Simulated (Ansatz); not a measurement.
# TiAl in Ansatz: the effect of functional

The system is TiAl.

```
Ti Al
1.0
     2.90499    0.00000    0.00000
    -1.45250    2.51580    0.00000
     0.00000    0.00000    4.73964
Ti Al
1 1
Direct
  0.00000 0.00000 0.00000
  0.33333 0.66667 0.50000
```

The cell comes from a database or a generator and needn't be the stable form of this composition.

The cell isn't the ideal one: volume scaled by 1.04.

Alike in all runs:

| Item | Value |
| --- | --- |
| Program | Ansatz 0.2.0 |
| Task | single point |
| Potentials or basis | Ansatz PAW |
| k mesh | 11 × 11 × 6 |
| Occupations | fermi-dirac, width 0.05 eV |
| Spin | no spin polarisation |

```tsv
functional	cutoff	pressure (GPa)
LDA	420 eV (not typed: the program's choice for these potentials)	?
PBEsol	420 eV (not typed: the program's choice for these potentials)	-6.5
r2SCAN	500 eV (not typed: the program's choice for these potentials)	-5.1
```

Task: What does the run with functional LDA give?

Result: Pressure -9.5 GPa.

Caveats: the PAW data sets come from PBE, with cores solved anew for the run's functional, which leaves a small shift of forces and pressure.

Runs at the PBE level aren't shown here.
